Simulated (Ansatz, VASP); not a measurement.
## Two plane-wave programs on AlO2

```
CELL_PARAMETERS angstrom
4.14571 0.00000 0.00000
0.00000 4.14571 0.00000
0.00000 0.00000 3.74847
ATOMIC_POSITIONS crystal
Al 0.00000 0.50000 0.00000
Al 0.50000 0.00000 0.00000
O 0.23797 0.73797 0.00000
O 0.76203 0.26203 0.00000
O 0.73797 0.76203 0.00000
O 0.26203 0.23797 0.00000
```

Alike in both runs: task single point; functional PBE; k mesh 4 × 4 × 4; occupations gaussian, width 0.1 eV; collinear spin.

```csv
,VASP,Ansatz
version,VASP 6.6.1,Ansatz 0.2.0
potentials or method,"VASP PAW PBE potentials, release 64 (Al, O)","scalar-relativistic, plane waves, PAW"
plane-wave cutoff (eV),520,420
valence electrons in the cell,30,30
```

```csv
,VASP,Ansatz,Ansatz less VASP
gap on the k mesh at the Fermi level (eV),none,none,-
rms of the force components (eV/Å),5.463,5.527,+0.0636
net moment per atom (μB),0.05,0.05,-0.002
size of the moment on the site where the two differ most (μB),0.07,0.05,-0.016
```

Site moments also hang on the region over which each program counts them. Atom by atom the forces differ by 0.064 eV/Å (rms over components). A gap of «none» marks a metal or a gap that the smearing closes. With one functional, cell and mesh, what is left measures potentials, basis and numerics. Ansatz warned: «seeded_moment_not_kept».

Caveats: the k mesh is coarse (spacing up to 0.42 Å⁻¹), so the values aren't converged; forces of over 1 eV/Å show positions far from the minimum, so gaps and moduli don't describe the material at rest.
